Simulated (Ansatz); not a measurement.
SnTe: band structure with RPBE

**Experimental background.**

From a printed reference work, textbook, for a bulk crystal of SnTe at 300 K: band gap 0.18 eV (direct).

SnTe:

```xyz
2
Lattice="0.0000 3.1509 3.1509 3.1509 0.0000 3.1509 3.1509 3.1509 0.0000" Properties=species:S:1:pos:R:3 pbc="T T T"
Te    3.1509    3.1509    3.1509
Sn    0.0000    0.0000    0.0000
```

| Item | Value |
| --- | --- |
| Program | Ansatz 0.2.0 |
| Task | band structure |
| Functional | RPBE |
| Potentials or basis | Ansatz PAW |
| Cutoff | 420 eV (not typed: the program's choice for these potentials) |
| k mesh | 7 × 7 × 7 |
| Occupations | fermi-dirac, width 0.05 eV |
| Spin | no spin polarisation |
| Path | [["G", "X", "W", "K", "G", "L", "U", "W", "L", "K"], ["U", "X"]] |
| Points for each segment of the path | 14 |

```yaml
Pressure: 3.7 GPa
Band_gap_along_the_path: 0.06 eV, indirect (least direct gap 0.07 eV)
```

Levels at the corners of the path, in eV from the Fermi level:
```
point  band 11  band 12  band 13  band 14  band 15  band 16  band 17  band 18  band 19  band 20
    Γ   -12.90    -4.73    -2.27    -2.27    -2.27     3.27     3.27     3.27     4.66     4.66
    X   -11.32    -6.53    -5.68    -3.86    -3.86     2.11     4.85     4.85     6.32     8.99
    W   -11.23    -7.44    -4.94    -4.94    -0.94     0.77     4.55     4.55     6.00     6.00
    K   -11.28    -7.50    -5.29    -3.37    -2.81     2.93     3.01     4.13     5.49     8.04
    Γ   -12.90    -4.73    -2.27    -2.27    -2.27     3.27     3.27     3.27     4.66     4.66
    L   -11.62    -8.42    -1.94    -1.94    -0.05     0.03     0.28     0.28     7.73     8.76
    U   -11.28    -7.50    -5.29    -3.37    -2.81     2.93     3.01     4.13     5.49     8.04
    W   -11.23    -7.44    -4.94    -4.94    -0.94     0.77     4.55     4.55     6.00     6.00
    L   -11.62    -8.42    -1.94    -1.94    -0.05     0.03     0.28     0.28     7.73     8.76
    K   -11.28    -7.50    -5.29    -3.37    -2.81     2.93     3.01     4.13     5.49     8.04
    U   -11.28    -7.50    -5.29    -3.37    -2.81     2.93     3.01     4.13     5.49     8.04
    X   -11.32    -6.53    -5.68    -3.86    -3.86     2.11     4.85     4.85     6.32     8.99
```

It took 3 s on 2 threads of Arm Neoverse V1, with other jobs on the host, peak memory 0.35 GiB.

Against the measured gap of SnTe, 0.18 eV (direct; 300 K; a printed reference work, textbook), the calculated 0.06 eV is off by -0.12 eV. Spin-orbit coupling on Sn, Te is left out. The value is that of RPBE, without temperature or zero-point motion. Semilocal functionals fall short of measured gaps as a rule.

Caveat: this odd mesh misses L, where the gap lies, so gap, dielectric constants and Born charges aren't listed; spin-orbit coupling is left out, which moves the levels of the heavy elements; the PAW data sets come from PBE, with cores solved anew for the run's functional, which leaves a small shift of forces and pressure.
